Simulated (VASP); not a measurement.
# InAs (rocksalt), LDA relaxation of cell and atoms: Ansatz's output and VASP's

Start cell

```
CELL_PARAMETERS angstrom
0.00000 2.87673 2.87673
2.87673 0.00000 2.87673
2.87673 2.87673 0.00000
ATOMIC_POSITIONS crystal
In 0.00000 0.00000 0.00000
As 0.50000 0.50000 0.50000
```

Ansatz printed

```
basis re-selected at this cell: Δ(F+E_penalty+E_count) = +6.766e-4 eV, ΔP = -0.002 GPa vs the last step (what re-selecting the basis moved, of the pressure what is left beyond the Pulay correction that the steps carried, after the strain that the cell walked since its last selection, with what the two solves' SCF thresholds leave and, on support functions, any second-order correction that the steps lacked; it is no measure of the basis error at this ecutwfc). The dense FFT grid was sized anew with the basis: this SCF ran on 27×27×27 points, the steps before it on 30×30×30, so part of this shift can come from that change (see relax.cell in the input reference). This SCF's stress stands 3.07e-3 GPa from its target on what of the cell is left free (relax.cell.stress_tol is 5.00e-2 GPa) and its largest allowed force component is 8.22e-31 eV/Å (relax.f_tol is 5.00e-3 eV/Å): within both
SCF converged after 6 iterations
Free energy (F): -10230.975235 eV
Harris-Foulkes:  -10230.975235 eV  (|F-HF|=0.00e0)
Internal energy: -10230.974467 eV  (E = F + TS)
E sigma→0 (E₀):  -10230.974851 eV
Entropy (-TS):   -0.000768 eV (-0.384 meV/atom)
Fermi energy:    10.711323 eV
--- Per-component energies (eV) ---
  E_band       = -236.460577
  E_kinetic    = 348.345303
  E_local      = -2682.100980  (includes V_loc(G=0)·N_el)
  E_nonlocal   = -295.380074
  E_hartree    = 1324.949467
  E_xc         = -293.452160
  E_vxc        = -181.877475  (∫ρ·V_xc dr)
  E_paw        = -5768.449185  (= ΣΔE_a)
  E_vpaw       = -75.346280  (= ΣTr[D̂ρ^β])
  E_aug_tail   = 0.000033  (compensation charges beyond the density's cutoff)
  E_ewald      = -2867.246638
  E_core_change = 2.359766  (= ΣΔE_core)
  E_smearing   = -0.000768  (= −TS)
  E_closure    = 0.000000  (closes the sum)
  Σ components = -10230.975235   (vs F -10230.975235, Δ=0.00e0)
--- Forces (eV/Å), atoms counted from 1 ---
  atom   1  In     0.00000000    -0.00000000     0.00000000
  atom   2  As    -0.00000000     0.00000000     0.00000000
  max |Σ_I F_I| component: 1.25e-30 eV/Å
--- Stress (GPa, compression-positive) ---
       -0.003068       0.000000       0.000000
        0.000000      -0.003068       0.000000
        0.000000       0.000000      -0.003068
  P = ⅓ Tr σ = -0.0031 GPa (-0.031 kbar)
--- Relaxed structure (5 steps of the walk, 5 accepted, 1 SCFs on fresh bases) ---
  F+E_penalty+E_count = -10230.97523490 eV   max|allowed force component| = 8.217e-31 eV/Å   (the final SCF, on the basis selected at the relaxed cell)
  cell:  # Å, volume = 43.9806 Å³
    - [1.554088470269254e-33, 2.8016269884595717, 2.8016269884595713]
    - [2.8016269884595717, 6.409022632765491e-34, 2.8016269884595713]
    - [2.8016269884595717, 2.8016269884595717, 1.5524961662728752e-34]
  atoms:
    - { symbol: In, position: [2.7895231710649775e-36, -2.78952317105096e-35, -1.1158092684212974e-35] }
    - { symbol: As, position: [0.5, 0.5, 0.5] }
```

Datasets and cutoffs are each program's own. VASP's cell holds 18 valence electrons and Ansatz's 28. LDA means the Perdew–Zunger form with relativistic exchange in VASP and the Perdew–Wang form in Ansatz.

Question: What does VASP give for the same cell and level of theory?

Answer: relaxed cell vector lengths 3.966, 3.966, 3.966 Å; relaxed cell volume 44.12 Å³.

From OUTCAR

```
k-points           NKPTS =     29   k-points in BZ     NKDIM =     29   number of bands    NBANDS=     16

   NELECT =      18.0000    total number of electrons

   dimension x,y,z NGX =    32 NGY =   32 NGZ =   32
   dimension x,y,z NGXF=    64 NGYF=   64 NGZF=   64

  energy-cutoff  :      600.00
  volume of cell :       44.12
      direct lattice vectors                 reciprocal lattice vectors
     0.000000000  2.804678394  2.804678394    -0.178273559  0.178273559  0.178273559
     2.804678394  0.000000000  2.804678394     0.178273559 -0.178273559  0.178273559
     2.804678394  2.804678394  0.000000000     0.178273559  0.178273559 -0.178273559

 k-points in reciprocal lattice and weights: KPOINTS created by Atomic Simulation Env
   0.00000000  0.00000000  0.00000000       0.002
   0.12500000  0.00000000  0.00000000       0.016
   0.25000000  0.00000000  0.00000000       0.016
   0.37500000  0.00000000  0.00000000       0.016
   0.50000000  0.00000000  0.00000000       0.008
   0.12500000  0.12500000  0.00000000       0.012
   0.25000000  0.12500000  0.00000000       0.047
   0.37500000  0.12500000  0.00000000       0.047
   ...

 E-fermi :   6.6469

 k-point     1 :       0.0000    0.0000    0.0000
  band No.  band energies     occupation
      1      -7.6786      2.00000
      2      -7.6786      2.00000
      3      -7.6503      2.00000
      4      -7.6503      2.00000
      5      -7.6503      2.00000
      6      -6.0241      2.00000
      7       6.3690      2.00000
      8       6.3850      2.00000
      9       6.3850      2.00000
     10       6.3850      2.00000
     11      13.9514      0.00000
     12      13.9514      0.00000
     13      13.9514      0.00000
     14      14.4179      0.00000
     15      14.4179      0.00000
     16      14.4179      0.00000

 k-point     2 :       0.1250    0.0000    0.0000
  band No.  band energies     occupation
      1      -7.6871      2.00000
      2      -7.6871      2.00000
      3      -7.6511      2.00000
      4      -7.6412      2.00000
      5      -7.6412      2.00000
      6      -5.8384      2.00000
      7       4.2781      2.00000
      8       6.4205      1.99998
      9       6.4205      1.99998
     10       8.1544      0.00000
     11      12.7303      0.00000
     12      13.0856      0.00000
     13      13.0856      0.00000
     14      14.3475      0.00000
     15      14.5216      0.00000
     16      14.5216      0.00000

 k-point     3 :       0.2500    0.0000    0.0000
  band No.  band energies     occupation
      1      -7.7112      2.00000
      2      -7.7112      2.00000
      3      -7.6552      2.00000
      4      -7.6156      2.00000
      5      -7.6156      2.00000
      6      -5.3066      2.00000
      7       2.2059      2.00000
      8       6.5428      1.98905
      9       6.5428      1.98905
     10       8.9903      0.00000
     11      11.5247      0.00000
     12      11.5247      0.00000
     13      11.9262      0.00000
     14      14.5502      0.00000
     15      15.5897      0.00000
     16      15.5897      0.00000

 k-point     4 :       0.3750    0.0000    0.0000
  band No.  band energies     occupation
      1      -7.7361      2.00000
      2      -7.7361      2.00000
      3      -7.6609      2.00000
      4      -7.5889      2.00000
      5      -7.5889      2.00000
      6      -4.5643      2.00000
      7       0.4746      2.00000
      8       6.7412      0.01769
      9       6.7412      0.01769
     10       8.9017      0.00000
     11      10.3506      0.00000
     12      10.3506      0.00000
     13      11.5825      0.00000
     14      16.0800      0.00000
     15      17.2529      0.00000
     16      17.2529      0.00000

 k-point     5 :       0.5000    0.0000    0.0000
  band No.  band energies     occupation
      1      -7.7465      2.00000
      2      -7.7465      2.00000
      3      -7.6637      2.00000
      4      -7.5776      2.00000
      5      -7.5776      2.00000
      6      -4.1175      2.00000
      7      -0.3122      2.00000
      8       6.8615      0.00004
      9       6.8615      0.00004
     10       8.7738      0.00000
     11       9.8913      0.00000
     12       9.8913      0.00000
     13      11.4610      0.00000
     14      17.6827      0.00000
     15      18.7656      0.00000
     16      18.7656      0.00000

 k-point     6 :       0.1250    0.1250    0.0000
  band No.  band energies     occupation
      1      -7.7112      2.00000
      2      -7.6723      2.00000
      3      -7.6577      2.00000
      4      -7.6366      2.00000
      5      -7.6366      2.00000
      6      -5.7670      2.00000
      7       4.3755      2.00000
      8       5.9780      2.00000
      9       5.9780      2.00000
     10       8.8704      0.00000
     11      11.5658      0.00000
     12      12.6869      0.00000
     13      13.7328      0.00000
     14      13.7328      0.00000
     15      15.8357      0.00000
     16      15.8357      0.00000

 ...

  Total       -0.0010383     -0.0010383     -0.0010383      0.0000000     -0.0000000      0.0000000
  in kB       -0.0377019     -0.0377019     -0.0377019      0.0000000     -0.0000000      0.0000000
  external PRESSURE =      -0.0377019 kB  Pullay stress =       0.0000000 kB

 POSITION                                       TOTAL-FORCE (eV/Angst)
 -----------------------------------------------------------------------------------
      0.00000      0.00000      0.00000         0.000000      0.000000      0.000000
      2.80468      2.80468      2.80468         0.000000     -0.000000     -0.000000
 -----------------------------------------------------------------------------------
    total drift:                                0.000000     -0.000000     -0.000000

  FREE ENERGIE OF THE ION-ELECTRON SYSTEM (eV)
  ---------------------------------------------------
  free  energy   TOTEN  =        -8.7579851091 eV

  energy  without entropy=       -8.7571845992  energy(sigma->0) =       -8.75758485
```
